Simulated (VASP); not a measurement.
Crystal: CdGeAs2.

```
Cd Ge As
1.0
    -2.98887    2.98887    5.66430
     2.98887   -2.98887    5.66430
     2.98887    2.98887   -5.66430
Cd Ge As
2 2 4
Cartesian
  2.9889 0.0000 2.8321
  0.0000 0.0000 5.6643
  0.0000 0.0000 0.0000
  0.0000 2.9889 2.8321
  1.3224 4.4833 1.4161
  1.4944 1.6665 4.2482
  1.6665 -1.4944 7.0804
  1.4944 1.3224 -1.4161
```

The cell is a database's computed one.

| Item | Value |
| --- | --- |
| Program | VASP 6.6.1 |
| Task | relaxation of cell and atoms |
| Functional | LDA |
| Potentials or basis | VASP PAW LDA potentials, release 64 (Cd, Ge_d, As) |
| Cutoff | 600 eV |
| k mesh | 8 × 8 × 8 |
| Occupations | gaussian, width 0.03 eV |
| Spin | no spin polarisation |

At the start: pressure -2.3 GPa; volume 25.30 Å³/atom.

Question: Where does the relaxation end?

Answer: Over 9 steps the energy falls by 8.6 meV/atom and the volume is 24.35 Å³/atom (-3.8 %); space group I-42d (No. 122, to 0.05 Å).

Step by step:
```csv
step,energy change (eV),largest force (eV/Å),pressure (GPa),volume (Å³)
1,0.0000,0.2115,-2.28,202.41
2,-0.0554,0.1680,0.97,192.03
3,-0.0620,0.1811,0.10,194.47
4,-0.0619,0.1802,0.17,194.32
5,-0.0670,0.0911,0.12,194.38
6,-0.0688,0.0043,0.08,194.45
7,-0.0690,0.0011,-0.05,194.86
8,-0.0690,0.0012,-0.06,194.86
9,-0.0691,0.0030,-0.02,194.79
```

Final structure:
```xyz
8
Lattice="-2.9444 2.9444 5.6172 2.9444 -2.9444 5.6172 2.9444 2.9444 -5.6172" Properties=species:S:1:pos:R:3 pbc="T T T"
Cd    2.9444    0.0000    2.8086
Cd    0.0000    0.0000    5.6172
Ge    0.0000    0.0000    0.0000
Ge    0.0000    2.9444    2.8086
As    1.3285    4.4166    1.4043
As    1.4722    1.6159    4.2129
As    1.6159   -1.4722    7.0214
As    1.4722    1.3285   -1.4043
```
